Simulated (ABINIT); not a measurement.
A run of ABINIT 10.8.3 (patched build):

The input run.abi:

```
# Pseudopotentials
pp_dirpath "./"
pseudos "Al.GGA_PBE-JTH.xml, O.GGA_PBE-JTH.xml"

# Structure
acell 3*1.0
rprim
     4.4980206081     2.5969334089     8.1860416085
    -4.4980206081     2.5969334089     8.1860416085
     0.0000000000    -5.1938668179     8.1860416085
ntypat 2
znucl 13 8
natom 10
typat 1 1 1 1 2 2 2 2 2 2
xred
     0.8521600000     0.8521600000     0.8521600000
     0.6478400000     0.6478400000     0.6478400000
     0.1478400000     0.1478400000     0.1478400000
     0.3521600000     0.3521600000     0.3521600000
     0.0566800000     0.7500000000     0.4433200000
     0.7500000000     0.4433200000     0.0566800000
     0.4433200000     0.0566800000     0.7500000000
     0.9433200000     0.2500000000     0.5566800000
     0.2500000000     0.5566800000     0.9433200000
     0.5566800000     0.9433200000     0.2500000000

# Plane-wave basis
ecut 23.0
pawecutdg 45.0

# k points
kptopt 1
ngkpt 4 4 4
nshiftk 1
shiftk 0.0 0.0 0.0

# Exchange and correlation
ixc -116133

# Bands and occupations
nband 30
occopt 3
tsmear 0.00183747

# SCF cycle
nstep 100
tolvrs 1.0e-9

# Output
iomode 3
prtwf 0
prtden 0
prteig 0
prtebands 0
enunit 2
```

Potentials or basis: JTH PAW PBE v2.0.

The run is started by

```bash
$ abinit run.abi > log 2>&1
```

Hardware: 1 thread of Arm Neoverse N1, on a shared host.

How long does it take, and how much memory?

It took 120 s on 1 thread of Arm Neoverse N1, on a shared host, peak memory 0.18 GiB. Counts: scf iterations 11, k points 13, bands 30, plane waves 3030.
